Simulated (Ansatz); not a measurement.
**Ta: experiment and calculation**

**What was measured.**

“Pressure effects on the electronic structure and superconductivity of (TaNb)0.67(HfZrTi)0.33 high entropy alloy”, 2019, arxiv:1910.08312 quotes, for a bulk crystal of Ta: bulk modulus 194 GPa.

How close the calculation comes is told below.

These are results of DFT PBE, scalar-relativistic, plane waves, PAW (Ansatz 0.2.0), not measurements.

Settings: cutoff 420 eV, Γ-centred mesh 18×18×18 on the computed 1-atom cell, Gaussian smearing of 0.10 eV; no spin polarisation.

Relaxed structure, symmetry kept:

```xyz
1
Lattice="-1.6594 1.6594 1.6594 1.6594 -1.6594 1.6594 1.6594 1.6594 -1.6594" Properties=species:S:1:pos:R:3 pbc="T T T"
Ta    0.0000    0.0000    0.0000
```

* Space group: Im-3m (No. 229)
* Volume per atom: 18.28 Å³
* Formation energy from the elements' standard states (uncorrected): -0.001 eV/atom
* Kohn–Sham band gap: none (metal)
* Density of states at the Fermi level: 1.31 states/eV per cell
* Löwdin character within 0.5 eV of the Fermi level: Ta 5d 85 %, Ta 6s 8 %, unprojected 6 %
* Bulk modulus: 195 GPa
* Its pressure derivative: 3.9
* Bader charges (e): Ta (1 in the cell) 0.00

Spin-orbit coupling is left out, which matters for the bands of heavy elements.

A measured bulk modulus of Ta is 194 GPa (quoted in the paper above); the calculated 195 GPa misses it by +0.5 %. The calculation is for 0 K without zero-point motion.